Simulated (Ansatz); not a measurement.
Molecular dynamics on a 1×1×1 supercell (8 atoms) of ZnGeP2 (I-42d), relaxed with r2SCAN. Forces come from PBE in the plane-wave code Ansatz: a Nosé-Hoover thermostat at fixed volume, 200 K, steps of 3 fs. Classical nuclei, no spin polarisation; a few dozen steps show the first response, not equilibrium.

```yaml
crystal:
  lattice:
    - [-2.7233306685, 2.7233306685, 5.3656199597]
    - [2.7233306685, -2.7233306685, 5.3656199597]
    - [2.7233306685, 2.7233306685, -5.3656199597]
  atoms:
    - { symbol: Zn, position: [0.0, 0.0, 0.0] }
    - { symbol: Zn, position: [0.75, 0.25, 0.5] }
    - { symbol: Ge, position: [0.5, 0.5, 0.0] }
    - { symbol: Ge, position: [0.25, 0.75, 0.5] }
    - { symbol: P, position: [0.375, 0.3792106961, 0.5042106961] }
    - { symbol: P, position: [0.6207893039, 0.125, 0.9957893039] }
    - { symbol: P, position: [0.875, 0.8707893039, 0.4957893039] }
    - { symbol: P, position: [0.1292106961, 0.625, 0.0042106961] }
kpoints:
  mp_grid: { grid: [4, 4, 4] }
hamiltonian:
  xc: pbe
scf:
  occupations: { method: fermi_dirac, width: 0.02 }
md:
  ensemble: nvt_nose_hoover
  temperature: 200
  timestep: 3.0
  n_steps: 30
  initial_velocities: maxwell_boltzmann
  seed: 8292
```

Command: `ansatz run input.yaml --threads 4 --pin off --max-ram 5529MiB --backend cpu --events-out ev --progress --plain --runs-dir out`.

Q: What wall time did it need on 4 threads of AMD EPYC (Zen 3), on a shared host, and how much host memory at the peak?

A: About 5.2 min, with a peak of 0.73 GiB.

```
step  t (fs)  T (K)  free energy F from step 0 (meV/atom)  kinetic energy (meV/atom)  largest force (eV/Å)
   0       0    200                                   0.0                       22.6                  0.09
   1       3    194                                   0.6                       22.0                  0.29
   2       6    177                                   2.7                       20.0                  0.54
   3       9    150                                   5.7                       17.0                  0.77
   4      12    119                                   9.3                       13.5                  0.97
   5      15     88                                  12.8                       10.0                  1.12
   6      18     63                                  15.7                        7.1                  1.22
   7      21     47                                  17.5                        5.3                  1.27
   8      24     42                                  18.1                        4.8                  1.26
   9      27     49                                  17.4                        5.5                  1.21
  10      30     65                                  15.6                        7.3                  1.11
  11      33     87                                  13.2                        9.8                  0.97
  12      36    110                                  10.6                       12.5                  0.81
  13      39    132                                   8.3                       14.9                  0.63
  14      42    148                                   6.7                       16.7                  0.47
  15      45    155                                   6.0                       17.6                  0.39
  16      48    154                                   6.5                       17.4                  0.42
  17      51    143                                   7.9                       16.2                  0.53
  18      54    126                                  10.1                       14.2                  0.68
  19      57    104                                  12.8                       11.8                  0.85
  20      60     82                                  15.5                        9.3                  1.01
  21      63     63                                  17.8                        7.1                  1.14
  22      66     49                                  19.5                        5.6                  1.23
  23      69     44                                  20.2                        5.0                  1.29
  24      72     47                                  19.9                        5.4                  1.29
  25      75     59                                  18.7                        6.7                  1.25
  26      78     78                                  16.8                        8.8                  1.15
  27      81    100                                  14.5                       11.3                  1.02
  28      84    122                                  12.3                       13.8                  0.84
  29      87    140                                  10.6                       15.8                  0.70
  30      90    152                                   9.8                       17.2                  0.66
```

The temperature starts at 200 K, is lowest at step 8 (42 K, 24 fs) and ends at 152 K. The thermostat hasn't had time to restore it. The atoms start on their lattice sites with kinetic energy alone, so much of it first passes into potential energy. By the last step the atoms have moved 0.07 Å in the root mean square, the drift of the whole cell taken out, 0.10 Å at most.

Positions (Å) and forces (eV/Å) at step 30:
```
Zn  -0.030   0.068   0.005    -0.035  -0.126   0.039
Zn  -0.006   2.655   2.762     0.124   0.032  -0.447
Ge   0.013   0.040   5.335    -0.156  -0.123   0.344
Ge   2.744  -0.035   2.639     0.013   0.113   0.195
P    1.431   1.384   1.338    -0.289  -0.068  -0.031
P    1.337   4.062  -1.318    -0.442   0.015  -0.078
P    1.380   1.297   6.722     0.193   0.409  -0.145
P    1.296  -1.306   3.984     0.593  -0.252   0.123
```
